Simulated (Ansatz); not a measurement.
# SnS2: the cost of one run

Program: Ansatz 0.2.0. Level of theory: DFT PBEsol, scalar-relativistic, plane waves, PAW. These are calculated values, not measurements.

6 further runs of the same task are left out: 1 that didn't finish, 5 set aside as unsound or not needed.

### 1 Starting point

The structure is trigonal, space group P-3m1 (No. 164). The conventional cell has a = 3.651 Å, b = 3.651 Å, c = 6.071 Å, α = 90.00°, β = 90.00°, γ = 120.00°. Around Sn (site symmetry -3m) lie 6 S at 2.57 Å. S (site symmetry 3m) is surrounded by 3 Sn at 2.57 Å.

Structure file:

```cif
data_structure
_symmetry_space_group_name_H-M 'P-3m1'
_symmetry_Int_Tables_number 164
_cell_length_a 3.6509
_cell_length_b 3.6509
_cell_length_c 6.0709
_cell_angle_alpha 90.000
_cell_angle_beta 90.000
_cell_angle_gamma 120.000
_cell_volume 70.08
loop_
_atom_site_label
_atom_site_type_symbol
_atom_site_symmetry_multiplicity
_atom_site_Wyckoff_symbol
_atom_site_fract_x
_atom_site_fract_y
_atom_site_fract_z
_atom_site_occupancy
Sn1 Sn 1 a 0.00000 0.00000 0.00000 1
S1 S 2 d 0.66667 0.33333 0.24279 1
```

This cell was relaxed beforehand with the same method: volume 23.36 Å³/atom, gap on the mesh 1.44 eV.

### 2 The cell under 6 GPa

What is minimised here is the enthalpy; the energy can go up as the cell is squeezed.

Input file input.yaml:

```yaml
crystal:
  lattice:
    - [3.6509350783, 0.0, 0.0]
    - [-1.8254675391, 3.1618025254, 0.0]
    - [0.0, 0.0, 6.0708842159]
  atoms:
    - { symbol: Sn, position: [0.0, 0.0, 0.0] }
    - { symbol: S, position: [0.6666666667, 0.3333333333, 0.2427910723] }
    - { symbol: S, position: [0.3333333333, 0.6666666667, 0.7572089277] }
basis:
  ecutwfc: 420
kpoints:
  mp_grid: { grid: [12, 12, 6] }
hamiltonian:
  xc: pbesol
scf:
  occupations: { method: fixed }
output:
  forces: true
  stress: true
  eigenvalues: true
  write_density: true
  write_potential: true
  elf: true
  volumetric_format: npy
relax:
  adjacent_minimum: "off"
  f_tol: 0.001
  max_steps: 60
  cell: { stress_tol: 0.02, p_target: 6.0 }
```

Started as:

```console
$ ansatz run input.yaml --threads 1 --pin off --max-ram 3072MiB --backend cpu --events-out ev --progress --plain --runs-dir out
```

What time and memory should one allow on 1 thread of Intel Xeon at 2.70GHz, shared host?

About 73 s, with a peak of 0.44 GiB.
